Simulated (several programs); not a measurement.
**Many methods on one cell: CsSnI3 (Pm-3m)**

Measured values to be reproduced:
- volume: 47.8 Å³ an atom (500 K; Crystallography Open Database)

CsSnI3 (started from an entry of an open crystallographic database), relaxed with r2SCAN in Ansatz, was computed with several methods. The symmetry is Pm-3m (No. 221, cubic); a = 6.241 Å in the conventional setting, 48.63 Å³ an atom. Cs has 12 I at 4.41 Å; Sn has 6 I at 3.12 Å; I has 2 Sn at 3.12 Å and 4 Cs at 4.41 Å. The values are computed, spin-unpolarised.

```
Cs Sn I
1.0
     6.24140    0.00000    0.00000
     0.00000    6.24140    0.00000
     0.00000    0.00000    6.24140
Cs Sn I
1 1 3
Cartesian
  0.0000 0.0000 0.0000
  3.1207 3.1207 3.1207
  0.0000 3.1207 3.1207
  3.1207 0.0000 3.1207
  3.1207 3.1207 0.0000
```

Gaps and times are for a single point on this cell; volume and bulk modulus come from each method's own relaxation or energy curve at fixed shape. Times are rough, from shared hosts (AMD EPYC 7R13 Processor; Arm Neoverse N1; NVIDIA H100 80GB HBM3), and each method has its own mesh and cell size. A star marks a curve whose lowest point is an end point. PM6 (MOPAC), PM7 (MOPAC), GFN1-xTB (tblite), GFN2-xTB (tblite) treat a cluster of cells at its zone centre, which samples few k points: where these miss a band edge, the gap comes out too large for that reason alone. Gaps from k meshes are read at a limited set of points (mesh, symmetry points, PBE's band edges), so each method's own least gap may be somewhat smaller. xTB and the PM methods were fitted mostly to molecules, and can miss a solid's gap by electronvolts. Minimal bases can be far off for gaps. Times of the plane-wave rungs are withheld (a dash), since they come from other jobs, hosts and meshes; the meshes of hybrids and Hartree-Fock don't converge their gaps to the digits shown. GLLB-SC's gap includes the derivative discontinuity. d marks a direct gap, i an indirect one (no mark: not told apart), a dash a value that wasn't computed or didn't pass its checks.

| method | kind | gap (eV) | own volume (Å³/atom) | bulk modulus (GPa) | atoms computed | processor time |
| --- | --- | --- | --- | --- | --- | --- |
| PBEsol | semilocal | – | 46.68 | – | 5 | – |
| GFN1-xTB (tblite) | tight binding | 0.89 | 44.30 | 36 | cluster | 3.1 s |
| PM7 (MOPAC) | semi-empirical | 6.11 | 46.15 | 61 | cluster | 3.7 s |
| GFN2-xTB (tblite) | tight binding | 3.67 | – | – | cluster | 4.6 s |
| light PBE (260 eV, its own mesh) | light plane-wave | 0.34 d | – | – | 5 | 5.3 s |
| PBE+SOC | semilocal | 0.01 | – | – | 5 | – |
| PM6 (MOPAC) | semi-empirical | 3.38 | – | – | cluster | 5.7 s |
| LDA | semilocal | 0.36 d | 44.25 | – | 5 | – |
| PBE/SZV (CP2K) | small basis | 0.42 d | 54.37* | – | 5 | 14 s |
| PBE | semilocal | 0.38 d | 50.01 | 15 | 5 | – |
| PBE0 | hybrid | 1.53 d | – | – | 5 | – |
| HSE06 | hybrid | 0.85 d | – | – | 5 | – |
| PBE/DZVP (CP2K) | small basis | 0.34 d | 50.09 | 15 | 5 | 30 s |
| DDH-PBE0 | hybrid | 0.86 d | – | – | 5 | – |
| r2SCAN | semilocal | 0.50 d | 48.63 | 17 | 5 | – |
| Hartree-Fock | exact exchange | 5.68 d | – | – | 5 | – |
| GLLB-SC (GPAW) | model potential | 0.79 | – | – | 5 | 110 s |

Against HSE06 (0.85 eV) the nearest gap at the points sampled is that of DDH-PBE0 (+0.01 eV) and the farthest that of PM7 (MOPAC) (+5.26 eV). HSE06 is only a yardstick of convenience, and nearness to it can be luck.

Volumes against r2SCAN's: PBEsol -4.0 %, GFN1-xTB (tblite) -8.9 %, PM7 (MOPAC) -5.1 %, LDA -9.0 %, PBE +2.8 %, PBE/DZVP (CP2K) +3.0 %.

Comparison with experiment:
- Volume, measured 47.8 Å³ an atom: PBEsol -2.3 %, GFN1-xTB (tblite) -7.3 %, PM7 (MOPAC) -3.4 %, LDA -7.4 %, PBE +4.6 %, PBE/DZVP (CP2K) +4.8 %, r2SCAN +1.7 %.
The calculations are for a static lattice; samples hold vibrations, temperature and, in optical gaps, excitons. A measured value is shown where most reports agree with it, and only for the quantities listed.

Only the rows marked +SOC include spin-orbit coupling.
